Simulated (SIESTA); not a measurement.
P:

```
CELL_PARAMETERS angstrom
1.64774 -5.46504 0.00000
1.64774 5.46504 0.00000
0.00000 0.00000 4.54364
ATOMIC_POSITIONS crystal
P 0.90414 0.09586 0.58882
P 0.09586 0.90414 0.41118
P 0.59586 0.40414 0.08882
P 0.40414 0.59586 0.91118
```

Base run:

```yaml
Program: SIESTA 5.4.2
Functional: RPBE
Potentials_or_basis: PseudoDojo 0.4 standard (PBE files)
Basis: DZP (energy shift 0.003 Ry)
Grid_cutoff: 500 Ry
Energy_shift: 0.003 Ry
k_mesh: 8 × 8 × 6
Occupations: fermi-dirac, width 0.05 eV
Spin: no spin polarisation
```

Its results: band gap on the k mesh 0.20 eV, direct; pressure 4.8 GPa; largest force 0.540 eV/Å.

Task: After a change of settings the same cell gave: band gap on the k mesh 0.02 eV, direct; pressure -0.8 GPa; largest force 0.451 eV/Å. Which change was it?
A. functional from RPBE to LDA; potentials or basis from PseudoDojo 0.4 standard (PBE files) to PseudoDojo 0.4 standard (LDA files)
B. functional from RPBE to AM05; potentials or basis from PseudoDojo 0.4 standard (PBE files) to PseudoDojo 0.4 standard (PBEsol files)
C. functional from RPBE to BLYP
D. functional from RPBE to PBE; basis from DZP (energy shift 0.003 Ry) to DZ (energy shift 0.003 Ry)

Result: A.

Caveats: the basis of atomic orbitals isn't converged, which shifts pressures, moduli and gaps; the potentials were made for another functional, which shifts forces and pressure (some runs).
